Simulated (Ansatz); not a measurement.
**Si: energy and pressure over a range of volumes**

How stiff is Si, and at what volume does the pressure vanish? The cell is scaled evenly, atoms carried along, and solved with LAPW, PAW and all-electron datasets made for the crystal.

This is Si in the simple cubic structure; at room conditions it is diamond.

Method: DFT PBE, scalar-relativistic, in Ansatz 0.2.0.

1 further run of the same task is left out (it didn't finish).

## (1) The starting structure

The structure is cubic, space group Pm-3m (No. 221). Conventional cell: a = 2.532 Å, b = 2.532 Å, c = 2.532 Å, α = 90.00°, β = 90.00°, γ = 90.00°. Si (site symmetry m-3m) has 6 Si at 2.53 Å as nearest neighbours.

Structure file:

```xyz
1
Lattice="2.5324 0.0000 0.0000 0.0000 2.5324 0.0000 0.0000 0.0000 2.5324" Properties=species:S:1:pos:R:3 pbc="T T T"
Si    0.0000    0.0000    0.0000
```

The cell was relaxed by PAW from a hypothetical start (sc type); it needn't be the stable phase of this composition.

## (2) Volume × 0.96, LAPW

Contents of input.yaml:

```yaml
crystal:
  lattice:
    - [2.498173743, 0.0, 0.0]
    - [0.0, 2.498173743, 0.0]
    - [0.0, 0.0, 2.498173743]
  atoms:
    - { symbol: Si, position: [0.0, 0.0, 0.0] }
kpoints:
  mp_grid: { grid: [14, 14, 14] }
scf:
  occupations: { method: fermi_dirac, width: 0.03 }
hamiltonian:
  xc: pbe
  pseudopotentials: { kind: all_electron, lapw: { basis_error: 0.00025 } }
output:
  forces: true
  stress: true
  eigenvalues: true
```

Launch:

```console
$ ansatz run input.yaml --threads 1 --pin off --max-ram 2048MiB --backend cpu --events-out ev --progress --plain --runs-dir out
```

What it wrote (excerpt; [...] marks lines left out):

```text
LAPW: plane waves up to 7.655 Å⁻¹, error target 2.5e-4 eV per atom; small_component_spin mean_spin; Si in spheres of 1.249 Å, 12 of its electrons in bands, Dirac shells []
[...]
Pseudopotentials: kind: all_electron
Pseudopotential: Si, LAPW, valence charge 12, Koelling and Harmon's equation, gaussian nucleus
Functional definition: PBE
[...]
Crystal: 1 atoms, lattice volume = 15.591 Å³
Basis set: ecut = 223.2470617893268 eV, 123 PW (Γ), exchange–correlation at level 2
Bands: 10, of which v1, the nominal top of the filled ones, is band 6 counted from 1 (5 counted from 0)
Symmetry: 48 space group operations
Space group: Pm-3m (ITA 221), of the structure as read, at distance tolerance 2.5e-5 Å
k-points: 120 of 2744
[...]
SCF iter   1: F=—  HF=-7891.912903 eV  |F-HF|=—  |Δ(HF+E_count)|=         —  Δρ=1.67e-2  dr2=2.61e-2  ethr=2.18e-4  ⟨swp⟩=3.0  Hψ=9154  notcnv=0
[...]
the basis was enlarged: its passes take 346.1 KiB over the memory plan, 1 of 1 planned eigensolver slots
SCF iter   5: F=-7891.917010 eV  HF=-7891.917010 eV  |F-HF|=7.60e-9  |Δ(HF+E_count)|=   2.66e-7  Δρ=6.11e-6  dr2=3.02e-9  ethr=2.13e-9  ⟨swp⟩=3.0  Hψ=3420  notcnv=0
[...]
SCF converged after 5 iterations
Free energy (F): -7891.917010 eV
[...]
E sigma→0 (E₀):  -7891.916848 eV
Entropy (-TS):   -0.000325 eV (-0.325 meV/atom)
Fermi energy:    10.898385 eV
[...]
--- Forces (eV/Å), atoms counted from 1 ---
  atom   1  Si    -0.00000000    -0.00000000     0.00000000
[...]
--- Stress (GPa, compression-positive) ---
        4.588561       0.000000       0.000000
        0.000000       4.588561       0.000000
        0.000000       0.000000       4.588561
  P = ⅓ Tr σ = 4.5886 GPa (45.886 kbar)
--- Band table (eV; the first three rows and the last of 120) ---
  k-point 0: bands = ["-123.3664", "-79.4011", "-79.4011", "-79.4011", "-2.6794", "18.3010", "18.3010", "18.7768", "18.7768", "18.7768"]
[...]
```

It took 5.5 s on 1 thread, shared host.

In short: pressure 4.59 GPa; no gap.

## (3) Volume × 0.96, PAW

input.yaml: that of step 2 with these lines changed.

```diff
@@ -13,3 +13,3 @@
   xc: pbe
-  pseudopotentials: { kind: all_electron, lapw: { basis_error: 0.00025 } }
+  pseudopotentials: { kind: paw }
 output:
@@ -18 +18,2 @@
   eigenvalues: true
+  efg: { contact_densities: true }
```

Launch:

```console
$ ansatz run input.yaml --threads 1 --pin off --max-ram 2048MiB --backend cpu --events-out ev --progress --plain --runs-dir out
```

What it wrote (excerpt; [...] marks lines left out):

```text
[...]
Pseudopotentials: kind: paw
Pseudopotential: Si, paw, valence charge 4, recommended cutoff 420 eV (normal)
[... 1 set-up line as earlier in the session ...]
[...]
Crystal: 1 atoms, lattice volume = 15.591 Å³
Basis set: ecut = 420 eV, 305 PW (Γ), exchange–correlation on 36×36×36 points (8 copies of the dense FFT grid, shifted against one another)
Bands: 6, of which v1, the nominal top of the filled ones, is band 2 counted from 1 (1 counted from 0)
[... 2 set-up lines as earlier in the session ...]
k-points: 120 of 2744
[...]
SCF iter   1: F=—  HF=-635.458183 eV  |F-HF|=—  |Δ(HF+E_count)|=         —  Δρ=1.49e-3  dr2=1.64e-4  ethr=1.77e-3  ⟨swp⟩=5.8  Hψ=6964  notcnv=0
[...]
SCF iter   6: F=-635.458365 eV  HF=-635.458365 eV  |F-HF|=1.05e-11  |Δ(HF+E_count)|=  2.30e-10  Δρ=5.47e-7  dr2=6.18e-11  ethr=3.55e-11  ⟨swp⟩=1.2  Hψ=2173  notcnv=0
[...]
SCF converged after 6 iterations
Free energy (F): -635.458365 eV
[...]
E sigma→0 (E₀):  -635.458202 eV
Entropy (-TS):   -0.000325 eV (-0.325 meV/atom)
Fermi energy:    9.313371 eV
[...]
--- Forces (eV/Å), atoms counted from 1 ---
  atom   1  Si    -0.00000000    -0.00000000    -0.00000000
[...]
--- Stress (GPa, compression-positive) ---
        4.602478       0.000000       0.000000
        0.000000       4.602478       0.000000
        0.000000       0.000000       4.602478
  P = ⅓ Tr σ = 4.6025 GPa (46.025 kbar)
--- PAW observables at the nuclei: V_zz in 10²¹ V/m², potentials from the cell's mean, atoms counted from 1 ---
  atom   1  Si V_zz =    -0.000000   η = 0.0000   by run symmetry: forbidden
            electrostatic potential = -1361.310288 V   contact ρ = 12815.391952 e/Å³
--- Band table (eV; the first three rows and the last of 120) ---
  k-point 0: bands = ["-4.2643", "16.7097", "16.7097", "17.1919", "17.1919", "17.1919"]
[...]
```

Run time: 1.9 s. Hardware: 1 thread, shared host.

Result: pressure 4.60 GPa; no gap.

## (4) Volume × 0.96, crystal datasets

input.yaml: that of step 3 with these lines changed.

```diff
@@ -13,3 +13,3 @@
   xc: pbe
-  pseudopotentials: { kind: paw }
+  pseudopotentials: { kind: all_electron, datasets: crystal }
 output:
```

Launch:

```console
$ ansatz run input.yaml --threads 1 --pin off --max-ram 2048MiB --backend cpu --events-out ev --progress --plain --runs-dir out
```

What it wrote (excerpt; [...] marks lines left out):

```text
[...]
[... 1 set-up line as earlier in the session ...]
Pseudopotential: Si, paw, valence charge 4, recommended cutoff 180 eV (normal), Koelling and Harmon's equation, gaussian nucleus
[... 1 set-up line as earlier in the session ...]
[...]
Crystal: 1 atoms, lattice volume = 15.591 Å³
Basis set: ecut = 180 eV, 81 PW (Γ), exchange–correlation on 24×24×24 points (8 copies of the dense FFT grid, shifted against one another)
Bands: 6, of which v1, the nominal top of the filled ones, is band 2 counted from 1 (1 counted from 0)
[... 2 set-up lines as earlier in the session ...]
k-points: 120 of 2744
[...]
SCF iter   1: F=—  HF=-7891.887890 eV  |F-HF|=—  |Δ(HF+E_count)|=         —  Δρ=2.20e-2  dr2=4.15e-2  ethr=9.75e-4  ⟨swp⟩=3.5  Hψ=4813  notcnv=0
[...]
In the spheres:  the bands' charges fall short by 3.8e-7 e at most (sound up to 1e-3)
Fermi energy:    10.898374 eV
[...]
  The terms above E_closure are by the made datasets' own strengths, without shells solved beside the bands.
--- Forces (eV/Å), atoms counted from 1 ---
  atom   1  Si    -0.00000000     0.00000000     0.00000000
[...]
--- Stress (GPa, compression-positive) ---
        4.589398       0.000000       0.000000
        0.000000       4.589398       0.000000
        0.000000       0.000000       4.589398
  P = ⅓ Tr σ = 4.5894 GPa (45.894 kbar)
--- PAW observables at the nuclei: V_zz in 10²¹ V/m², potentials from the cell's mean, atoms counted from 1 ---
  atom   1  Si V_zz =    -0.000000   η = 0.0000   by run symmetry: forbidden
            electrostatic potential = -1361.140049 V   contact ρ = 12824.384245 e/Å³
--- Band table (eV; the first three rows and the last of 120) ---
  k-point 0: bands = ["-2.6794", "18.3014", "18.3014", "18.7767"]
[...]
```

Run time: 4.4 s. Hardware: 1 thread, shared host.

Result: pressure 4.59 GPa; no gap.

## (5) Volume × 0.98, LAPW

Contents of input.yaml:

```yaml
crystal:
  lattice:
    - [2.5154030718, 0.0, 0.0]
    - [0.0, 2.5154030718, 0.0]
    - [0.0, 0.0, 2.5154030718]
  atoms:
    - { symbol: Si, position: [0.0, 0.0, 0.0] }
kpoints:
  mp_grid: { grid: [14, 14, 14] }
scf:
  occupations: { method: fermi_dirac, width: 0.03 }
hamiltonian:
  xc: pbe
  pseudopotentials: { kind: all_electron, lapw: { basis_error: 0.00025 } }
output:
  forces: true
  stress: true
  eigenvalues: true
```

Launch:

```console
$ ansatz run input.yaml --threads 1 --pin off --max-ram 2048MiB --backend cpu --events-out ev --progress --plain --runs-dir out
```

What it wrote (excerpt; [...] marks lines left out):

```text
LAPW: plane waves up to 7.574 Å⁻¹, error target 2.5e-4 eV per atom; small_component_spin mean_spin; Si in spheres of 1.258 Å, 12 of its electrons in bands, Dirac shells []
[...]
[... 3 set-up lines as earlier in the session ...]
[...]
Crystal: 1 atoms, lattice volume = 15.916 Å³
Basis set: ecut = 218.5893707466358 eV, 123 PW (Γ), exchange–correlation at level 2
Bands: 10, of which v1, the nominal top of the filled ones, is band 6 counted from 1 (5 counted from 0)
[... 2 set-up lines as earlier in the session ...]
k-points: 120 of 2744
[...]
SCF iter   1: F=—  HF=-7891.919704 eV  |F-HF|=—  |Δ(HF+E_count)|=         —  Δρ=1.62e-2  dr2=2.49e-2  ethr=2.07e-4  ⟨swp⟩=3.0  Hψ=9156  notcnv=0
[...]
the basis was enlarged: its passes take 346.1 KiB over the memory plan, 1 of 1 planned eigensolver slots
SCF iter   5: F=-7891.923806 eV  HF=-7891.923806 eV  |F-HF|=8.87e-9  |Δ(HF+E_count)|=   2.55e-7  Δρ=6.29e-6  dr2=3.38e-9  ethr=2.28e-9  ⟨swp⟩=3.0  Hψ=3427  notcnv=0
[...]
SCF converged after 5 iterations
Free energy (F): -7891.923806 eV
[...]
E sigma→0 (E₀):  -7891.923620 eV
Entropy (-TS):   -0.000372 eV (-0.372 meV/atom)
Fermi energy:    10.575345 eV
[...]
--- Forces (eV/Å), atoms counted from 1 ---
  atom   1  Si    -0.00000000     0.00000000    -0.00000000
[...]
--- Stress (GPa, compression-positive) ---
        2.165049       0.000000       0.000000
        0.000000       2.165049       0.000000
        0.000000       0.000000       2.165049
  P = ⅓ Tr σ = 2.1650 GPa (21.650 kbar)
--- Band table (eV; the first three rows and the last of 120) ---
  k-point 0: bands = ["-123.6881", "-79.7245", "-79.7245", "-79.7245", "-2.8010", "17.9936", "17.9936", "18.3379", "18.3379", "18.3379"]
[...]
```

Run time: 6.4 s. Hardware: 1 thread, shared host.

In short: pressure 2.17 GPa; no gap.

## (6) Volume × 0.98, PAW

input.yaml: that of step 5 with these lines changed.

```diff
@@ -13,3 +13,3 @@
   xc: pbe
-  pseudopotentials: { kind: all_electron, lapw: { basis_error: 0.00025 } }
+  pseudopotentials: { kind: paw }
 output:
@@ -18 +18,2 @@
   eigenvalues: true
+  efg: { contact_densities: true }
```

Launch:

```console
$ ansatz run input.yaml --threads 1 --pin off --max-ram 2048MiB --backend cpu --events-out ev --progress --plain --runs-dir out
```

What it wrote (excerpt; [...] marks lines left out):

```text
[...]
[... 3 set-up lines as earlier in the session ...]
[...]
Crystal: 1 atoms, lattice volume = 15.916 Å³
Basis set: ecut = 420 eV, 305 PW (Γ), exchange–correlation on 36×36×36 points (8 copies of the dense FFT grid, shifted against one another)
Bands: 6, of which v1, the nominal top of the filled ones, is band 2 counted from 1 (1 counted from 0)
[... 2 set-up lines as earlier in the session ...]
k-points: 120 of 2744
[...]
SCF iter   1: F=—  HF=-635.465002 eV  |F-HF|=—  |Δ(HF+E_count)|=         —  Δρ=1.50e-3  dr2=1.83e-4  ethr=1.77e-3  ⟨swp⟩=5.8  Hψ=6944  notcnv=0
[...]
SCF iter   6: F=-635.465186 eV  HF=-635.465186 eV  |F-HF|=5.83e-11  |Δ(HF+E_count)|=  4.85e-10  Δρ=1.03e-6  dr2=2.30e-10  ethr=7.12e-11  ⟨swp⟩=1.2  Hψ=2173  notcnv=0
[...]
SCF converged after 6 iterations
Free energy (F): -635.465186 eV
[...]
E sigma→0 (E₀):  -635.465000 eV
Entropy (-TS):   -0.000372 eV (-0.372 meV/atom)
Fermi energy:    9.022099 eV
[...]
--- Forces (eV/Å), atoms counted from 1 ---
  atom   1  Si     0.00000000    -0.00000000     0.00000000
[...]
--- Stress (GPa, compression-positive) ---
        2.172613       0.000000       0.000000
        0.000000       2.172613       0.000000
        0.000000       0.000000       2.172613
  P = ⅓ Tr σ = 2.1726 GPa (21.726 kbar)
--- PAW observables at the nuclei: V_zz in 10²¹ V/m², potentials from the cell's mean, atoms counted from 1 ---
  atom   1  Si V_zz =    -0.000000   η = 0.0000   by run symmetry: forbidden
            electrostatic potential = -1360.953689 V   contact ρ = 12815.575004 e/Å³
--- Band table (eV; the first three rows and the last of 120) ---
  k-point 0: bands = ["-4.3542", "16.4347", "16.4347", "16.7848", "16.7848", "16.7848"]
[...]
```

Wall time 2.2 s (1 thread, shared host).

Result: pressure 2.17 GPa; no gap.

[end of part 1 of 2]
